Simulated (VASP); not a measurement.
A run of VASP 6.6.1 is set up as follows.

INCAR

```
SYSTEM = PbSe
  ALGO = Normal
  EDIFF = 1E-7
  ENCUT = 520
  GGA = PS
  ISIF = 2
  ISMEAR = -1
  LASPH = .TRUE.
  LCHARG = .TRUE.
  LELF = .TRUE.
  LREAL = .FALSE.
  LVHAR = .TRUE.
  LWAVE = .FALSE.
  NBANDS = 17
  NELM = 100
  PREC = Accurate
  SIGMA = 0.15
```

The input KPOINTS:

```
k-points
0
G
  12 12 12
  0 0 0
```

The input POSCAR:

```
PbSe
1.0
    3.7154000000      0.0000000000      0.0000000000
    0.0000000000      3.7154000000      0.0000000000
    0.0000000000      0.0000000000      3.7154000000
Pb Se
1 1
Direct
    0.0000000000      0.0000000000      0.0000000000
    0.5000000000      0.5000000000      0.5000000000
```

Potentials or basis: VASP PAW PBE potentials, release 64 (Pb_d, Se).

Command:

```console
$ cat potpaw_PBE.64/Pb_d/POTCAR potpaw_PBE.64/Se/POTCAR > POTCAR
$ mpirun -np 1 vasp_std > vasp.out
```

(1) What does it give for the pressure?

(2) Predict the band gap on the k mesh.

Answers

(1) -0.5 GPa.

(2) none (metal or under the smearing width).

Caveat: the PAW data sets were made with another functional, which shifts forces and pressure a little.
